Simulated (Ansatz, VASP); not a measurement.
**One calculation of CdS, two programs**

```xyz
4
Lattice="4.1348 0.0000 0.0000 -2.0674 3.5808 0.0000 0.0000 0.0000 6.7490" Properties=species:S:1:pos:R:3 pbc="T T T"
Cd    0.0000    2.3872    0.0000
Cd    2.0674    1.1936    3.3745
S     0.0000    2.3872    2.5984
S     2.0674    1.1936    5.9729
```

Alike in both runs: task single point; functional PBE; k mesh 7 × 7 × 4; occupations fermi-dirac, width 0.01 eV; no spin polarisation.

|  | VASP | Ansatz |
| --- | --- | --- |
| version | VASP 6.6.1 | Ansatz 0.2.0 |
| potentials or method | VASP PAW PBE potentials, release 64 (Cd, S), cutoff 520 eV | all-electron LAPW, scalar-relativistic |

|  | VASP | Ansatz | Ansatz less VASP |
| --- | --- | --- | --- |
| gap on the k mesh at the Fermi level (eV) | 1.23 | 1.23 | -0.003 |
| pressure (GPa) | 2.9 | 2.6 | -0.32 |
| largest component of the traceless stress (GPa) | 1.55 | 1.50 | -0.048 |
| rms of the force components (eV/Å) | 0.155 | 0.151 | -0.0043 |

Atom by atom the forces differ by 0.004 eV/Å (rms over components). Ansatz ran all-electron here, so the differences hold the error of VASP's frozen core and of both bases.
